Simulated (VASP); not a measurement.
# B (Im-3m) in VASP: further runs

The runs below take B through single point, with revPBE.

Program: VASP 6.6.1. These are calculated values, not measurements. Logs are shortened: lines on timing, memory, paths and dates and some standing lists are left out, and cuts for length are marked.

**1. The structure**

It takes space group Im-3m (No. 229, cubic). Conventional cell: a = 2.255 Å, b = 2.255 Å, c = 2.255 Å, α = 90.00°, β = 90.00°, γ = 90.00°. Around B (site symmetry m-3m) lie 8 B at 1.95 Å.

This isn't the form of B at room conditions, which is rhombohedral.

**2. Single point, revPBE**

INCAR

```
SYSTEM = B
PREC = Accurate
ENCUT = 520
EDIFF = 1E-6
ISMEAR = -1
SIGMA = 0.1
LREAL = .False.
LASPH = .True.
NELM = 100
ALGO = Fast
ISIF = 2
LWAVE = .False.
LCHARG = .True.
GGA = RE
LELF = .True.
LVHAR = .True.
NBANDS = 8
```

KPOINTS

```
Automatic mesh
0
Gamma
  21 21 21
  0 0 0
```

POSCAR

```
B
1.0
   -1.1276172159      1.1276172159      1.1276172159
    1.1276172159     -1.1276172159      1.1276172159
    1.1276172159      1.1276172159     -1.1276172159
B
1
Direct
    0.0000000000      0.0000000000      0.0000000000
```

Potentials or basis: VASP PAW PBE potentials, release 64 (B).

Command:

```bash
> cat potpaw_PBE.64/B/POTCAR > POTCAR
> mpirun -np 1 vasp_std > vasp.out
```

OUTCAR:

```text
SYSTEM = B
   PREC = Accurate
   ENCUT = 520
   EDIFF = 1E-6
   ISMEAR = -1
   LREAL = .False.
   LASPH = .True.
   NELM = 100
   ISIF = 2
   GGA = RE

 ion  position               nearest neighbor table
   1  0.000  0.000  0.000-

  LATTYP: Found a body centered cubic cell.
 ALAT       =     2.2552344318

  Lattice vectors:

 A1 = (  -1.1276172159,   1.1276172159,   1.1276172159)
 A2 = (   1.1276172159,  -1.1276172159,   1.1276172159)
 A3 = (   1.1276172159,   1.1276172159,  -1.1276172159)

Analysis of symmetry for initial positions (statically):
=====================================================================
 Subroutine PRICEL returns:
 Original cell was already a primitive cell.

 Routine SETGRP: Setting up the symmetry group for a
 body centered cubic supercell.

 Subroutine GETGRP returns: Found 48 space group operations
 (whereof 48 operations were pure point group operations)
 out of a pool of 48 trial point group operations.

The static configuration has the point symmetry O_h .

Analysis of symmetry for dynamics (positions and initial velocities):
=====================================================================
 Subroutine PRICEL returns:
 Original cell was already a primitive cell.

 Routine SETGRP: Setting up the symmetry group for a
 body centered cubic supercell.

 Subroutine GETGRP returns: Found 48 space group operations
 (whereof 48 operations were pure point group operations)
 out of a pool of 48 trial point group operations.

The dynamic configuration has the point symmetry O_h .

 Subroutine INISYM returns: Found 48 space group operations
 (whereof 48 operations are pure point group operations),
 and found     1 'primitive' translations

----------------------------------------------------------------------------------------

                                     Primitive cell

  volume of cell :       5.7352

  direct lattice vectors                    reciprocal lattice vectors
    -1.127617216  1.127617216  1.127617216     0.000000000  0.443412882  0.443412882
     1.127617216 -1.127617216  1.127617216     0.443412882  0.000000000  0.443412882
     1.127617216  1.127617216 -1.127617216     0.443412882  0.443412882  0.000000000

  length of vectors
     1.953090309  1.953090309  1.953090309     0.627080512  0.627080512  0.627080512

  position of ions in fractional coordinates (direct lattice)
     0.000000000  0.000000000  0.000000000

  ion indices of the primitive-cell ions
   primitive index   ion index
                 1           1

----------------------------------------------------------------------------------------

 KPOINTS: Automatic mesh

Automatic generation of k-mesh.
 Grid dimensions read from file:
 generate k-points for:   21   21   21

 Generating k-lattice:

  Cartesian coordinates                     Fractional coordinates (reciprocal lattice)
     0.000000000  0.021114899  0.021114899     0.047619048  0.000000000  0.000000000
     0.021114899  0.000000000  0.021114899     0.000000000  0.047619048  0.000000000
     0.021114899  0.021114899  0.000000000     0.000000000  0.000000000  0.047619048

  Length of vectors
     0.029860977  0.029860977  0.029860977

  Shift w.r.t. Gamma in fractional coordinates (k-lattice)
     0.000000000  0.000000000  0.000000000

 Subroutine IBZKPT returns following result:
 ===========================================

 Found    286 irreducible k-points:

 Following reciprocal coordinates:
            Coordinates               Weight
  0.000000  0.000000  0.000000      1.000000
  0.047619  0.000000  0.000000     12.000000
  0.095238  0.000000  0.000000     12.000000
  0.142857  0.000000  0.000000     12.000000
  0.190476  0.000000  0.000000     12.000000
  0.238095  0.000000  0.000000     12.000000
[... 16 lines left out ...]
  0.142857  0.095238 -0.000000     48.000000
  0.190476  0.095238  0.000000     48.000000
 [... further k-points ...]
   k-points           NKPTS =    286   k-points in BZ     NKDIM =    286   number of bands    NBANDS=      8
   number of dos      NEDOS =    301   number of ions     NIONS =      1
   total plane-waves  NPLWV =   4096
   dimension x,y,z NGX =    16 NGY =   16 NGZ =   16
   dimension x,y,z NGXF=    32 NGYF=   32 NGZF=   32
   ions per type =               1
   NGX,Y,Z   is equivalent  to a cutoff of  13.62, 13.62, 13.62 a.u.
   NGXF,Y,Z  is equivalent  to a cutoff of  27.24, 27.24, 27.24 a.u.
 SYSTEM =  B
   PREC   = accura    normal or accurate (medium, high low for compatibility)
   ISTART =      0    job   : 0-new  1-cont  2-samecut
   ICHARG =      2    charge: 1-file 2-atom 10-const
   ISPIN  =      1    spin polarized calculation?
   LNONCOLLINEAR =      F non collinear calculations
   LSORBIT =      F    spin-orbit coupling
   LASPH  =      T    aspherical Exc in radial PAW
   ENCUT  =  520.0 eV  38.22 Ry    6.18 a.u.   3.63  3.63  3.63*2*pi/ulx,y,z
   NELM   =    100;   NELMIN=  2; NELMDL= -5     # of ELM steps
   EDIFF  = 0.1E-05   stopping-criterion for ELM
   LREAL  =      F    real-space projection
   EDIFFG = 0.1E-04   stopping-criterion for IOM
   NSW    =      0    number of steps for IOM
   IBRION =     -1    ionic relax: 0-MD 1-quasi-New 2-CG
   NFREE  =      0    steps in history (QN), initial steepest desc. (CG)
   ISIF   =      2    stress and relaxation
   ISYM   =      2    0-nonsym 1-usesym 2-fastsym
   POTIM  = 0.5000    time-step for ionic-motion
   TEBEG  =    0.0;   TEEND  =   0.0 temperature during run
   PSTRESS=    0.0 pullay stress
   NELECT =       3.0000    total number of electrons
   NUPDOWN=      -1.0000    fix difference up-down
   EMIN   =  10.00;   EMAX   =-10.00  energy-range for DOS
   EFERMI =   0.00;   METHOD = LEGACY
   ISMEAR =    -1;   SIGMA  =   0.10  broadening in eV -4-tet -1-fermi 0-gaus
   EFERMI_NEDOS =   21; number of points for ismear=-14 and -15
   IALGO  =     68    algorithm
   IMIX   =      4    mixing-type and parameters
     AMIX     =   0.40;   BMIX     =  1.00
     AMIX_MAG =   1.60;   BMIX_MAG =  1.00
  volume/ion in A,a.u.               =       5.74        38.70
  Fermi-wavevector in a.u.,A,eV,Ry     =   1.319067  2.492675 23.673294  1.739938
  Thomas-Fermi vector in A             =   2.448992
   LORBIT       =      0    0 simple, 1 ext, 2 COOP (PROOUT), +10 PAW based schemes
   GGA     = RE    functional components
   LHFCALC =     F    Hartree Fock is set to
   AEXX    =    0.0000 exact exchange contribution
   IVDW    =     0    specifies the selected vdW correction
   LEPSILON=     F    determine dielectric tensor
   LRPA    =     F    only Hartree local field effects (RPA)
 non-spin polarized calculation
 RMM-DIIS sequential band-by-band and
  energy-cutoff  :      520.00
  volume of cell :        5.74
 maximum number of plane-waves:       164
   NGX =  7   NGY =  7   NGZ =  7

 number of electron       3.0000000 magnetization

 Free energy of the ion-electron system (eV)
  ---------------------------------------------------
  ext. energy  EPLUGINS =         0.00000000
  ---------------------------------------------------
  free energy    TOTEN  =        -4.74388862 eV

  energy without entropy =       -4.73703214  energy(sigma->0) =       -4.74046038

 E-fermi :  10.9326     XC(G=0): -13.1478

 val. band max:       10.9319270842   @ k =  -0.3810   0.4762   0.2857
 cond. band min:      10.9685099683   @ k =   0.2381   0.1905   0.1429
 fundamental gap:      0.0365828841
 Fermi energy:        10.9326055078

 k-point     1 :       0.0000    0.0000    0.0000
  band No.  band energies     occupation
      1      -8.5931      2.00000
      2      27.6251      0.00000
      3      27.6251      0.00000
      4      27.6251      0.00000
      5      46.0042      0.00000
      6      46.0042      0.00000
      7      46.0042      0.00000
      8      49.9554      0.00000

 k-point     2 :       0.0476    0.0000    0.0000
  band No.  band energies     occupation
      1      -8.4865      2.00000
      2      27.2595      0.00000
      3      27.3419      0.00000
      4      27.5546      0.00000
      5      44.9353      0.00000
      6      44.9488      0.00000
      7      46.5414      0.00000
      8      48.3699      0.00000

 k-point     3 :       0.0952    0.0000    0.0000
  band No.  band energies     occupation
      1      -8.1666      2.00000
      2      26.1482      0.00000
      3      26.5861      0.00000
      4      27.3470      0.00000
      5      42.4577      0.00000
      6      43.0149      0.00000
      7      47.6973      0.00000
      8      48.0587      0.00000

 k-point     4 :       0.1429    0.0000    0.0000
  band No.  band energies     occupation
      1      -7.6339      2.00000
      2      24.3067      0.00000
      3      25.5571      0.00000
      4      27.0171      0.00000
      5      40.3702      0.00000
      6      41.0650      0.00000
      7      46.9823      0.00000
      8      49.5811      0.00000

 k-point     5 :       0.1905    0.0000    0.0000
  band No.  band energies     occupation
      1      -6.8891      2.00000
      2      21.8774      0.00000
      3      24.4374      0.00000
      4      26.5923      0.00000
      5      38.9987      0.00000
      6      39.2893      0.00000
      7      46.7419      0.00000
      8      51.0410      0.00000
[... 177 lines left out ...]
 k-point    22 :       0.0952    0.0952    0.0000
  band No.  band energies     occupation
      1      -7.3142      2.00000
      2      23.8905      0.00000
      3      24.6144      0.00000
      4      26.3660      0.00000
      5      39.7591      0.00000
      6      40.5815      0.00000
      7      46.6234      0.00000
      8      50.4821      0.00000

 k-point    23 :       0.1429    0.0952   -0.0000
  band No.  band energies     occupation
      1      -6.5695      2.00000
      2      21.9258      0.00000
      3      23.1520      0.00000
      4      25.7371      0.00000
      5      38.8203      0.00000
      6      39.5786      0.00000
      7      46.7247      0.00000
      8      51.8409      0.00000

 k-point    24 :       0.1905    0.0952    0.0000
  band No.  band energies     occupation
      1      -5.6147      2.00000
      2      19.2705      0.00000
      3      22.0017      0.00000
      4      25.0909      0.00000
      5      38.3206      0.00000
      6      38.7019      0.00000
      7      47.0506      0.00000
      8      53.5484      0.00000

 [... further k-points ...]

------------------------ aborting loop because EDIFF is reached ----------------------------------------

  FORCE on cell =-STRESS in cart. coord.  units (eV):
  Direction    XX          YY          ZZ          XY          YZ          ZX
  --------------------------------------------------------------------------------------
  -------------------------------------------------------------------------------------
  Total        0.7678000      0.7678000      0.7678000     -0.0000000      0.0000000      0.0000000
  in kB      214.4932512    214.4932512    214.4932512     -0.0000000      0.0000000      0.0000000
  external PRESSURE =     214.4932512 kB  Pullay stress =       0.0000000 kB

 VOLUME and BASIS-vectors are now :
 -----------------------------------------------------------------------------
  energy-cutoff  :      520.00
  volume of cell :        5.74
      direct lattice vectors                 reciprocal lattice vectors
    -1.127617216  1.127617216  1.127617216     0.000000000  0.443412882  0.443412882
     1.127617216 -1.127617216  1.127617216     0.443412882  0.000000000  0.443412882
     1.127617216  1.127617216 -1.127617216     0.443412882  0.443412882  0.000000000

 POSITION                                       TOTAL-FORCE (eV/Angst)
 -----------------------------------------------------------------------------------
      0.00000      0.00000      0.00000         0.000000     -0.000000      0.000000
 -----------------------------------------------------------------------------------
    total drift:                               -0.000000     -0.000000      0.000000

  FREE ENERGIE OF THE ION-ELECTRON SYSTEM (eV)
  ---------------------------------------------------
  free  energy   TOTEN  =        -4.7438886174 eV

  energy  without entropy=       -4.7370321373  energy(sigma->0) =       -4.74046038
```

Run time: 18 s. Hardware: 1 thread of AMD EPYC, shared host; peak memory 0.09 GiB.

What came out:

```yaml
Free_energy: -4.7439 eV
Pressure: 21.4 GPa
Band_gap_on_the_k_mesh: none (metal or under the smearing width)
```

Caveat: so large a pressure means that the cell lies far from this level's equilibrium, or that cutoff or potentials fall short; the potentials were made for another functional, which shifts forces and pressure.

**3. Single point, revPBE**

This run uses another cell than the first one, of 6.23 Å³/atom, 1.087 times its volume.

INCAR

```
SYSTEM = B
ALGO     = Normal         ! electronic algorithm
EDIFF    = 1E-6           ! SCF threshold, eV
ENCUT    = 520            ! plane-wave cutoff, eV
GGA      = RE             ! functional
ISIF     = 2              ! what is computed and relaxed
ISMEAR   = -1             ! smearing method
LASPH    = .True.         ! aspherical terms in the spheres
LCHARG   = .True.         ! write CHGCAR
LELF     = .True.         ! ELF
LREAL    = .False.        ! projectors in reciprocal space
LVHAR    = .True.       
LWAVE    = .False.        ! write WAVECAR
NBANDS   = 8              ! bands
NELM     = 80             ! most SCF steps
PREC     = Accurate       ! precision mode
SIGMA    = 0.1            ! smearing width, eV
```

KPOINTS

```
k-points
0
Gamma
  21 21 21
  0 0 0
```

POSCAR

```
B
1.0
   -1.1593976668      1.1593976668      1.1593976668
    1.1593976668     -1.1593976668      1.1593976668
    1.1593976668      1.1593976668     -1.1593976668
B
1
Direct
    0.0000000000      0.0000000000      0.0000000000
```

Potentials or basis: VASP PAW PBE potentials, release 64 (B).

Command:

```bash
> cat potpaw_PBE.64/B/POTCAR > POTCAR
> mpirun -np 1 vasp_std > vasp.out
```

Run time: 19 s. Hardware: 1 thread of AMD EPYC, shared host; peak memory 0.08 GiB.

It converged, with:

- Free energy: -4.7748 eV
- Pressure: -0.3 GPa
- Band gap on the k mesh: none (metal or under the smearing width)

Levels at points of the mesh, in eV from the Fermi level:
```csv
k point,band 1,band 2,band 3,band 4,band 5,band 6
"(0.00, 0.00, 0.00)",-18.51,15.49,15.49,15.49,33.44,33.44
```

Caveat: the PAW data sets were made with another functional, which shifts forces and pressure a little.
